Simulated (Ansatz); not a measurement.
Molecular dynamics on a 2×2×3 supercell (24 atoms) of MgO (CsCl type), relaxed with r2SCAN. Forces come from PBE in the PAW code Ansatz: Langevin thermostat and barostat (NPT), 800 K, steps of 2 fs. Computed, non-magnetic; the trajectory is short and the cell small, so nothing here is a converged average. The structure comes from a prototype and may be hypothetical.

```yaml
crystal:
  lattice:
    - [5.246698257, 0.0, 0.0]
    - [0.0, 5.246698257, 0.0]
    - [0.0, 0.0, 7.8700473855]
  atoms:
    - { symbol: Mg, position: [0.0, 0.0, 0.0] }
    - { symbol: O, position: [0.25, 0.25, 0.1666666667] }
    - { symbol: Mg, position: [0.0, 0.0, 0.3333333333] }
    - { symbol: O, position: [0.25, 0.25, 0.5] }
    - { symbol: Mg, position: [0.0, 0.0, 0.6666666667] }
    - { symbol: O, position: [0.25, 0.25, 0.8333333333] }
    - { symbol: Mg, position: [0.0, 0.5, 0.0] }
    - { symbol: O, position: [0.25, 0.75, 0.1666666667] }
    - { symbol: Mg, position: [0.0, 0.5, 0.3333333333] }
    - { symbol: O, position: [0.25, 0.75, 0.5] }
    - { symbol: Mg, position: [0.0, 0.5, 0.6666666667] }
    - { symbol: O, position: [0.25, 0.75, 0.8333333333] }
    - { symbol: Mg, position: [0.5, 0.0, 0.0] }
    - { symbol: O, position: [0.75, 0.25, 0.1666666667] }
    - { symbol: Mg, position: [0.5, 0.0, 0.3333333333] }
    - { symbol: O, position: [0.75, 0.25, 0.5] }
    - { symbol: Mg, position: [0.5, 0.0, 0.6666666667] }
    - { symbol: O, position: [0.75, 0.25, 0.8333333333] }
    - { symbol: Mg, position: [0.5, 0.5, 0.0] }
    - { symbol: O, position: [0.75, 0.75, 0.1666666667] }
    - { symbol: Mg, position: [0.5, 0.5, 0.3333333333] }
    - { symbol: O, position: [0.75, 0.75, 0.5] }
    - { symbol: Mg, position: [0.5, 0.5, 0.6666666667] }
    - { symbol: O, position: [0.75, 0.75, 0.8333333333] }
kpoints:
  mp_grid: { grid: [4, 4, 2] }
hamiltonian:
  xc: pbe
scf:
  occupations: { method: fermi_dirac, width: 0.069 }
md:
  ensemble: npt_langevin
  temperature: 800
  timestep: 2.0
  n_steps: 20
  initial_velocities: maxwell_boltzmann
  seed: 2296
```

Command: `ansatz run input.yaml --threads 4 --pin off --max-ram 3686MiB --backend cpu --events-out ev --progress --plain --runs-dir out`.

**Question.** What wall time did it need on 4 threads of Arm Neoverse N1, on a shared host, load about 0.9 per core, and what peak of host memory did it reach?

**Answer.** About 6.8 min, with a peak of 1.2 GiB.

| step | t (fs) | T (K) | free energy F from step 0 (meV/atom) | kinetic energy (meV/atom) | pressure (GPa) | volume (Å³/atom) | largest force (eV/Å) |
| --- | --- | --- | --- | --- | --- | --- | --- |
| 0 | 0 | 767 | 0.0 | 99.1 | 7.40 | 9.03 | 0.00 |
| 1 | 2 | 766 | 1.7 | 99.0 | 7.46 | 9.03 | 0.38 |
| 2 | 4 | 744 | 6.4 | 96.2 | 7.58 | 9.03 | 0.75 |
| 3 | 6 | 709 | 13.1 | 91.6 | 7.76 | 9.04 | 1.07 |
| 4 | 8 | 608 | 20.3 | 78.6 | 7.88 | 9.05 | 1.32 |
| 5 | 10 | 570 | 26.9 | 73.7 | 8.12 | 9.06 | 1.52 |
| 6 | 12 | 530 | 32.1 | 68.5 | 8.36 | 9.07 | 1.70 |
| 7 | 14 | 549 | 35.5 | 71.0 | 8.67 | 9.08 | 2.04 |
| 8 | 16 | 604 | 36.1 | 78.1 | 8.99 | 9.10 | 2.41 |
| 9 | 18 | 596 | 33.5 | 77.1 | 9.17 | 9.12 | 2.71 |
| 10 | 20 | 622 | 27.6 | 80.4 | 9.30 | 9.14 | 2.90 |
| 11 | 22 | 706 | 17.9 | 91.3 | 9.44 | 9.17 | 2.92 |
| 12 | 24 | 825 | 6.0 | 106.6 | 9.62 | 9.19 | 2.81 |
| 13 | 26 | 916 | -6.6 | 118.4 | 9.75 | 9.22 | 2.56 |
| 14 | 28 | 962 | -18.1 | 124.3 | 9.85 | 9.25 | 2.21 |
| 15 | 30 | 1020 | -28.2 | 131.8 | 9.99 | 9.29 | 1.84 |
| 16 | 32 | 1027 | -36.9 | 132.7 | 10.06 | 9.32 | 1.97 |
| 17 | 34 | 1061 | -44.3 | 137.2 | 10.18 | 9.36 | 2.06 |
| 18 | 36 | 1094 | -50.2 | 141.4 | 10.31 | 9.41 | 2.08 |
| 19 | 38 | 1078 | -54.1 | 139.3 | 10.40 | 9.45 | 2.49 |
| 20 | 40 | 1136 | -56.7 | 146.9 | 10.67 | 9.50 | 2.99 |

The temperature starts at 767 K, is lowest at step 6 (530 K, 12 fs) and ends at 1136 K. The atoms start on their lattice sites with kinetic energy alone, so much of it first passes into potential energy.

Positions (Å) and forces (eV/Å) at step 20:
```
cell (Å): 5.336 0.000 0.000; 0.000 5.336 0.000; 0.000 0.000 8.004
Mg  -0.090   0.088  -0.145     0.474   0.464  -0.233
O    1.579   1.298   1.620     0.280  -0.114   0.737
Mg  -0.110   0.076   2.384    -0.647   0.329   1.094
O    1.137   1.294   4.341     1.417   0.725   0.610
Mg   0.027  -0.052   5.236    -1.756   0.973  -0.693
O    1.319   1.179   7.033     0.037   0.869   0.276
Mg   0.084   2.678  -0.052    -0.068  -0.372   0.436
O    1.112   3.890   1.219    -0.353   0.789  -1.708
Mg   0.118   2.742   2.739    -1.563  -2.155  -1.368
O    0.971   4.016   3.703     0.268   1.363   1.624
Mg   0.152   2.786   5.379    -0.191  -1.350  -0.385
O    1.714   3.965   6.450    -0.322  -0.301   0.944
Mg   2.527  -0.095   0.119     0.163   0.614  -0.125
O    4.249   1.300   0.943    -0.195   0.151   0.266
Mg   2.498  -0.144   2.690     0.267   0.916   1.768
O    3.964   1.449   3.666     0.156   0.366  -1.059
Mg   2.568   0.053   5.388     0.731   1.841  -0.079
O    3.934   1.415   6.402     0.318  -0.006  -0.601
Mg   2.718   2.633   0.173     0.140  -1.197  -0.073
O    3.682   3.938   1.615     0.387   0.763  -1.332
Mg   2.735   2.689   2.715    -0.171  -1.406   1.772
O    3.590   4.222   4.209     0.288  -0.884   0.835
Mg   2.823   2.777   5.537     1.150  -0.990  -1.854
O    4.500   4.079   6.845    -0.810  -1.386  -0.852
```
